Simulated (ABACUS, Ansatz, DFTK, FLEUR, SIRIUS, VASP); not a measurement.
## GaAs: programs and potentials compared

```
CELL_PARAMETERS angstrom
0.00000 2.82685 2.82685
2.82685 0.00000 2.82685
2.82685 2.82685 0.00000
ATOMIC_POSITIONS crystal
As 0.75000 0.75000 0.75000
Ga 0.00000 0.00000 0.00000
```

Alike in all runs: task equation of state; functional PBEsol; k mesh 8 × 8 × 8; occupations fermi-dirac, width 0.05 eV; no spin polarisation; no spin-orbit coupling.

```csv
program and potentials,plane-wave cutoff (eV),notes,equilibrium volume (Å³/atom),bulk modulus (GPa)
"Ansatz, Ansatz PAW",420,"potentials made for PBE, which Ansatz adapts in part",22.65,69.0
"DFTK, PseudoDojo SR PBEsol 0.4.1 standard (PBEsol)",1143,-,22.68,68.8
"SIRIUS, PseudoDojo 0.4.1 PBEsol standard (scalar relativistic)",1152,-,22.68,68.8
"Ansatz, all-electron LAPW, scalar-relativistic",-,-,22.65,68.9
"FLEUR, all-electron, FLAPW",-,-,22.65,69.0
"ABACUS, PseudoDojo NC SR 0.4.1 PBEsol standard, plane waves",1143,-,22.68,68.8
"VASP, PBE PAW files As, Ga_d, 520 eV",520,potentials made for PBE,22.70,68.8
```

The equilibrium volume spans 22.65 (Ansatz, Ansatz PAW) to 22.70 Å³/atom (VASP, PBE PAW files As, Ga_d, 520 eV), with all-electron results at 22.65. The bulk modulus spans 68.8 (VASP, PBE PAW files As, Ga_d, 520 eV) to 69.0 GPa (Ansatz, Ansatz PAW), with all-electron results at 68.9 to 69.0.

Differences between rows come from potentials, basis sets and numerical settings, since the functional is the same but for its coding. Runs on potential files found faulty are left out.
